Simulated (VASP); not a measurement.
**A VASP 6.6.1 relaxation on SiC**

INCAR

```
IBRION = 2
EDIFF = 1E-7
NELECT = 15.5
LCHARG = .FALSE.
NELM = 85
ISIF = 3
LWAVE = .FALSE.
LASPH = .TRUE.
PREC = Accurate
LREAL = .FALSE.
GGA = PS
ISMEAR = -1
ISYM = 0
NSW = 40
NBANDS = 16
EDIFFG = -5E-3
ENCUT = 600
SIGMA = 0.02
```

KPOINTS

```
KPOINTS created by Atomic Simulation Environment
0
Gamma
4 4 4
0 0 0
```

POSCAR

```
Si C
 1.0000000000000000
     3.0918273680621127    0.0000000000301718    0.0000000000000000
    -1.5459136840571859    2.6776010448426839   -0.0000000000000000
     0.0000000000000000    0.0000000000000000    5.0742733052383189
 Si  C
   2   2
Cartesian
 -0.0000000000174197  1.7850673632385132 -0.0020976691091829
  1.5459136840223464  0.8925336816343424  2.5350389835099767
 -0.0000000000174197  1.7850673632385132  1.9049501585735527
  1.5459136840223464  0.8925336816343424  4.4420868111927128
```

The recommended PBE PAW datasets give the neutral cell 16 valence electrons.

Command

```
mpirun -np 1 vasp_std
```

Question: Predict the outcome of this run.

Answer: It converged. Results: relaxed cell vector lengths 2.966, 2.966, 4.938 Å; relaxed cell volume 37.61 Å³.

OSZICAR

```
N       E                     dE             d eps       ncg     rms          rms(c)
DAV:   1     0.199321015026E+02    0.19932E+02   -0.70256E+03  1152   0.908E+02
DAV:   2    -0.356530642715E+02   -0.55585E+02   -0.51260E+02  1648   0.161E+02
DAV:   3    -0.380431563138E+02   -0.23901E+01   -0.23767E+01  1512   0.296E+01
DAV:   4    -0.380613010061E+02   -0.18145E-01   -0.18138E-01  1384   0.314E+00
DAV:   5    -0.380614776767E+02   -0.17667E-03   -0.17667E-03  1488   0.294E-01    0.113E+01
DAV:   6    -0.355900478422E+02    0.24714E+01   -0.40360E+00  1456   0.121E+01    0.530E+00
DAV:   7    -0.354874216448E+02    0.10263E+00   -0.84710E-01  1536   0.532E+00    0.216E+00
DAV:   8    -0.354675911471E+02    0.19830E-01   -0.48778E-02  1344   0.132E+00    0.485E-01
DAV:   9    -0.354646860782E+02    0.29051E-02   -0.73803E-03  1440   0.559E-01    0.115E-01
DAV:  10    -0.354648081214E+02   -0.12204E-03   -0.59941E-04  1304   0.150E-01    0.408E-02
...
DAV:   3    -0.358483140499E+02    0.41909E-06   -0.75572E-06  1432   0.962E-03    0.552E-03
DAV:   4    -0.358483133608E+02    0.68908E-06   -0.25197E-06  1520   0.702E-03    0.112E-03
DAV:   5    -0.358483132770E+02    0.83832E-07   -0.15154E-07   728   0.250E-03
  11 F= -.35848313E+02 E0= -.35847522E+02  d E =-.186149E-06
       N       E                     dE             d eps       ncg     rms          rms(c)
DAV:   1    -0.358483160460E+02   -0.26851E-05   -0.47370E-05  1224   0.489E-02    0.725E-03
DAV:   2    -0.358483156697E+02    0.37624E-06   -0.16774E-06  1368   0.799E-03    0.408E-03
DAV:   3    -0.358483157325E+02   -0.62795E-07   -0.14770E-06  1488   0.485E-03    0.279E-03
DAV:   4    -0.358483156523E+02    0.80281E-07   -0.43412E-07  1208   0.352E-03
  12 F= -.35848316E+02 E0= -.35847525E+02  d E =-.256139E-05
```

Standard output (part)

```
POSCAR found type information on POSCAR SiC
 POSCAR found :  2 types and       4 ions
 LDA part: xc-table for (Slater+PW92), standard interpolation
 POSCAR, INCAR and KPOINTS ok, starting setup
 WAVECAR not read
 entering main loop
 the old and the new charge density differ
    0.113E+01
 curvature:   0.00 expect dE= 0.000E+00 dE for cont linesearch  0.000E+00
 search vector abs. value=  0.152E+01
 bond charge predicted
 trial-energy change:    0.216628  1 .order    0.349551   -1.515769    2.214872
 step:   0.4594(harm=  0.4063)  dis= 0.01104  next Energy=   -35.825868 (dE=-0.361E+00)
 bond charge predicted
 curvature:  -0.20 expect dE=-0.294E-02 dE for cont linesearch -0.322E-03
 ZBRENT: interpolating
 opt :   0.4712  next Energy=   -35.841772 (dE=-0.377E+00)
 bond charge predicted
 curvature:  -0.18 expect dE=-0.252E-02 dE for cont linesearch -0.531E-05
 ZBRENT: interpolating
 opt :   0.4806  next Energy=   -35.841832 (dE=-0.377E+00)
 bond charge predicted
 curvature:  -0.21 expect dE=-0.317E-02 dE for cont linesearch -0.106E-03
 ZBRENT: accuracy reached
 trial: gam= 0.02827 g(F)=  0.117E-02 g(S)=  0.140E-01 ort =-0.277E-01 (trialstep = 0.896E+00)
 search vector abs. value=  0.148E-01
 bond charge predicted
 trial-energy change:   -0.005243  1 .order   -0.005236   -0.012880    0.002408
 step:   0.7549(harm=  0.7549)  dis= 0.00335  next Energy=   -35.847149 (dE=-0.543E-02)
 bond charge predicted
 curvature:  -0.39 expect dE=-0.226E-02 dE for cont linesearch -0.149E-07
...
```

```json
{"ionic step": "1", "ΔE (meV/atom)": "0.0", "volume (Å³)": "42.01", "largest force (eV/Å)": "0.498", "pressure (GPa)": "-24.29", "electronic steps": "14"}
{"ionic step": "2", "ΔE (meV/atom)": "54.2", "volume (Å³)": "33.05", "largest force (eV/Å)": "0.800", "pressure (GPa)": "45.18", "electronic steps": "12"}
{"ionic step": "3", "ΔE (meV/atom)": "-94.2", "volume (Å³)": "37.72", "largest force (eV/Å)": "0.104", "pressure (GPa)": "-0.67", "electronic steps": "13"}
{"ionic step": "4", "ΔE (meV/atom)": "-94.3", "volume (Å³)": "37.61", "largest force (eV/Å)": "0.090", "pressure (GPa)": "0.09", "electronic steps": "6"}
{"ionic step": "5", "ΔE (meV/atom)": "-94.2", "volume (Å³)": "37.53", "largest force (eV/Å)": "0.078", "pressure (GPa)": "0.71", "electronic steps": "6"}
{"ionic step": "6", "ΔE (meV/atom)": "-95.5", "volume (Å³)": "37.51", "largest force (eV/Å)": "0.161", "pressure (GPa)": "0.74", "electronic steps": "7"}
{"ionic step": "7", "ΔE (meV/atom)": "-95.6", "volume (Å³)": "37.51", "largest force (eV/Å)": "0.150", "pressure (GPa)": "0.73", "electronic steps": "5"}
{"ionic step": "8", "ΔE (meV/atom)": "-95.5", "volume (Å³)": "37.71", "largest force (eV/Å)": "0.191", "pressure (GPa)": "-0.69", "electronic steps": "9"}
{"ionic step": "9", "ΔE (meV/atom)": "-95.9", "volume (Å³)": "37.60", "largest force (eV/Å)": "0.004", "pressure (GPa)": "0.08", "electronic steps": "7"}
{"ionic step": "10", "ΔE (meV/atom)": "-95.9", "volume (Å³)": "37.60", "largest force (eV/Å)": "0.001", "pressure (GPa)": "0.09", "electronic steps": "2"}
{"ionic step": "11", "ΔE (meV/atom)": "-95.9", "volume (Å³)": "37.62", "largest force (eV/Å)": "0.006", "pressure (GPa)": "-0.05", "electronic steps": "5"}
{"ionic step": "12", "ΔE (meV/atom)": "-95.9", "volume (Å³)": "37.61", "largest force (eV/Å)": "0.003", "pressure (GPa)": "0.02", "electronic steps": "4"}
```

The cell is charged and sits in a uniform background. The volume moved far on the plane waves of the start cell, so a restart from CONTCAR is due.

For comparison, a separate PBEsol relaxation on usual settings, not on those above, ends at 41.40 Å³.
